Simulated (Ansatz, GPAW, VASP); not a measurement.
## InPd: 3 runs at one level of theory

```
In Pd
1.0
     3.27188    0.00000    0.00000
     0.00000    3.27188    0.00000
     0.00000    0.00000    3.27188
In Pd
1 1
Cartesian
  0.0000 0.0000 0.0000
  1.6359 1.6359 1.6359
```

The cell comes from a database or a generator and needn't be the stable form of this composition.

Alike in all runs: task band structure; functional RPBE; k mesh 8 × 8 × 8; occupations fermi-dirac, width 0.05 eV; no spin polarisation; no spin-orbit coupling. Pressure is positive in compression and, in plane waves, holds the error of the finite cutoff.

```tsv
program and potentials	plane-wave cutoff (eV)	notes	band gap (eV)	pressure (GPa)
VASP, PBE PAW files In_d, Pd, 520 eV	520	potentials made for PBE; 11.5 valence electrons an atom on average	no gap	7.17
Ansatz, all-electron LAPW, scalar-relativistic	-	-	no gap	7.07
GPAW, the program's PAW data sets (release 1.2.1) made for this functional	600	14.5 valence electrons an atom on average	no gap	6.76
```

None finds a gap. The pressure spans 6.76 (GPAW, the program's PAW data sets (release 1.2.1) made for this functional) to 7.17 GPa (VASP, PBE PAW files In_d, Pd, 520 eV), with all-electron results at 7.07.

Differences between rows come from potentials, basis sets and numerical settings, since the functional is the same but for its coding. Runs on potential files found faulty are left out.
